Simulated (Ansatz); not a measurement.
Crystal: AlN.

```
Al N
1.0
     0.00000    2.03452    2.03452
     2.03452    0.00000    2.03452
     2.03452    2.03452    0.00000
Al N
1 1
Cartesian
  2.0345 2.0345 2.0345
  0.0000 0.0000 0.0000
```

Measurements of this composition are mostly on another form, of space group No. 186.

- Program: Ansatz 0.2.0
- Task: relaxation of cell and atoms
- Functional: HF
- Potentials or basis: Ansatz PAW
- Cutoff: 420 eV (not typed: the program's choice for these potentials)
- k mesh: 6 × 6 × 6
- Occupations: fermi-dirac, width 0.05 eV
- Spin: no spin polarisation

At the start: volume 8.42 Å³/atom.

Where does the relaxation end?

It ends after 7 steps and the volume is 8.13 Å³/atom (-3.4 %); space group Fm-3m (No. 225, to 0.05 Å).

The path:
```tsv
step	energy change (eV)	largest force (eV/Å)	volume (Å³)
1	0.0000	0.0000	16.84
2	-0.0149	0.0000	16.53
3	-0.0192	0.0000	16.26
4	-0.0192	0.0000	16.27
5	-0.0185	0.0000	16.27
6	-0.0186	0.0000	16.27
7	-0.0186	0.0000	16.27
```

Final structure:
```cif
data_structure
_symmetry_space_group_name_H-M 'P 1'
_symmetry_Int_Tables_number 1
_cell_length_a 2.8441
_cell_length_b 2.8441
_cell_length_c 2.8441
_cell_angle_alpha 60.000
_cell_angle_beta 60.000
_cell_angle_gamma 60.000
_cell_volume 16.27
loop_
_atom_site_label
_atom_site_type_symbol
_atom_site_fract_x
_atom_site_fract_y
_atom_site_fract_z
_atom_site_occupancy
Al1 Al 0.50000 0.50000 0.50000 1
N1 N 0.00000 0.00000 0.00000 1
```

Caveat: the k mesh is coarse (spacing up to 0.45 Å⁻¹), so the values aren't converged, least of all with exact exchange; the plane-wave basis is chosen anew once the cell has moved, so the energies of steps on either side of that aren't comparable; the PAW data sets come from PBE, with cores solved anew for the run's functional, which leaves a small shift of forces and pressure.
